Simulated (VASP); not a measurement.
A run of VASP 6.6.1 is set up as follows.

Contents of INCAR:

```
SYSTEM = CdF2
  ALGO = Normal
  EDIFF = 1E-7
  ENCUT = 520
  GGA = PS
  ISIF = 2
  ISMEAR = -1
  LASPH = .True.
  LCHARG = .True.
  LELF = .True.
  LREAL = .False.
  LVHAR = .True.
  LWAVE = .False.
  NBANDS = 20
  NELM = 100
  PREC = Accurate
  SIGMA = 0.05
```

File KPOINTS:

```
k-points
0
Gamma
  9 9 9
  0 0 0
```

The input POSCAR:

```
CdF2
1.0
    0.0000000000      2.6940000000      2.6940000000
    2.6940000000      0.0000000000      2.6940000000
    2.6940000000      2.6940000000      0.0000000000
Cd F
1 2
Direct
    0.0015780000     -0.0004940000      0.0101050000
    0.7652150000      0.7526630000      0.7491490000
    0.2746410000      0.2377590000      0.2370220000
```

Potentials or basis: VASP PAW PBE potentials, release 64 (Cd, F).

Launch:

```bash
$ cat potpaw_PBE.64/Cd/POTCAR potpaw_PBE.64/F/POTCAR > POTCAR
$ mpirun -np 1 vasp_std > vasp.out
```

Problem. What does it give for the largest force?

Solution. 0.400 eV/Å.

Problem. What does it give for the band gap on the k mesh?

Solution. 2.92 eV, indirect (least direct gap 3.34 eV).

Forces in eV/Å, atoms in the order of the input:
```
Cd  -0.304  0.047  0.206
F   -0.090 -0.020 -0.147
F    0.395 -0.027 -0.059
```

Caveat: the PAW data sets were made with another functional, which shifts forces and pressure a little; an odd mesh through Γ misses points on the zone boundary, where band edges often lie.
